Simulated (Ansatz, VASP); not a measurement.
# CoO and the effect of the dispersion correction

The cell as given:

```cif
data_structure
_symmetry_space_group_name_H-M 'P-6m2'
_symmetry_Int_Tables_number 187
_cell_length_a 2.8285
_cell_length_b 2.8285
_cell_length_c 2.7217
_cell_angle_alpha 90.000
_cell_angle_beta 90.000
_cell_angle_gamma 120.000
_cell_volume 18.86
loop_
_atom_site_label
_atom_site_type_symbol
_atom_site_symmetry_multiplicity
_atom_site_Wyckoff_symbol
_atom_site_fract_x
_atom_site_fract_y
_atom_site_fract_z
_atom_site_occupancy
Co1 Co 1 b 0.00000 0.00000 0.50000 1
O1 O 1 e 0.66667 0.33333 0.00000 1
```

Measurements of this composition are mostly on another form, of space group No. 225.

Kept alike: task relaxation of cell and atoms; functional PBE; k mesh 8 × 8 × 7; occupations fermi-dirac, width 0.05 eV; collinear spin, ferromagnetic start. Program: Ansatz, Ansatz PAW, cutoff 420 eV. The mesh is that of the run's cell of 2 atoms. No spin-orbit coupling.

| dispersion correction | volume (Å³/atom) | first edge of the run's cell (Å) | third edge of the run's cell (Å) |
| --- | --- | --- | --- |
| D3(BJ) | 9.226 | 2.803 | 2.712 |
| D4 | 9.258 | 2.807 | 2.713 |
| none | 9.432 | 2.830 | 2.719 |

The relaxations keep at least the cell's symmetry (P-6m2). For a metal such a mesh leaves the last digits unconverged. Relaxations stop with a little pressure left, so the last digits of a volume or edge aren't settled. Ansatz's relaxations hold a Pulay term in the stress (up to 0.8 GPa here). The runs hold the magnetic state that their start led to, which needn't be the lowest.

The volume runs from 9.226 (D3(BJ)) to 9.432 Å³/atom (none). Against no correction: D3(BJ) -2.2 %; D4 -1.8 %. Dispersion terms mostly attract and so lower the volume; the schemes' coefficients and damping set how far. A twin series (VASP, PBE PAW files Co, O, 600 eV) moves it by +0.2035 between D3(BJ) and none, against +0.2055 Å³/atom here. The first edge of the run's cell runs from 2.803 (D3(BJ)) to 2.830 Å (none). A twin series (VASP, PBE PAW files Co, O, 600 eV) moves it by +0.0277 between D3(BJ) and none, against +0.0275 Å here. The third edge of the run's cell runs from 2.712 (D3(BJ)) to 2.719 Å (none). A twin series (VASP, PBE PAW files Co, O, 600 eV) moves it by +0.0061 between D3(BJ) and none, against +0.0067 Å here.
